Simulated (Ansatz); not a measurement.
# PbS: what symmetry allows forces and stress to be

```yaml
crystal:
  lattice:
    - [4.24662, 0.10977, 0.13353]
    - [-2.02825, 3.51304, 0.00000]
    - [0.12368, 0.07141, 3.64755]
  atoms:
    - { symbol: Pb, position: [0.00359, 0.00179, 0.99282] }
    - { symbol: S, position: [0.66308, 0.33154, 0.50718] }
```

Computed with Ansatz 0.2.0, DFT PBE, scalar-relativistic, plane waves, PAW.

Settings: cutoff 420 eV, Γ-centred mesh 10×10×10 on the computed 2-atom cell, Gaussian smearing of 0.10 eV; no spin polarisation.

This distorted cell has space group Cm, with 2 operations.

Question: Without a calculation: in which directions can each atom feel a force?

Answer: A force must be left unchanged by every operation that keeps its atom in place, so it lies in the space that those operations leave fixed. Atoms that the group maps onto each other feel forces of one size.
| atom | site symmetry | operations at the site | equivalent to atom | allowed force (Cartesian) |
| --- | --- | --- | --- | --- |
| Pb1 | m | 2 | 1 | in the plane normal to (-0.50, 0.87, 0.00) |
| S2 | m | 2 | 2 | in the plane normal to (-0.50, 0.87, 0.00) |

That leaves 4 independent force components of 6, tied by 2 conditions that the forces sum to zero, so 2 remain. A relaxation in this cell that keeps the symmetry moves the atoms in these directions alone.

Question: And the stress tensor?

Answer: It must be invariant under the point group, which leaves 4 independent components. Linear relations between components hold in this frame.

Question: Do the computed values obey this?

Answer: Yes. Forces (eV/Å):
```
Pb1 -0.127 -0.073 -0.036
S2   0.127  0.073  0.036
```

Stress (GPa, compression positive, xx yy zz yz xz xy): -0.93 -0.64 3.43 -0.61 -1.05 -0.25. The program imposes the same operations on density, forces and stress, so this confirms the analysis and is no independent test of the calculation.

Spin–orbit coupling is left out, which can shift energies with elements as heavy as these.

This form isn't the usual stable structure of the compound.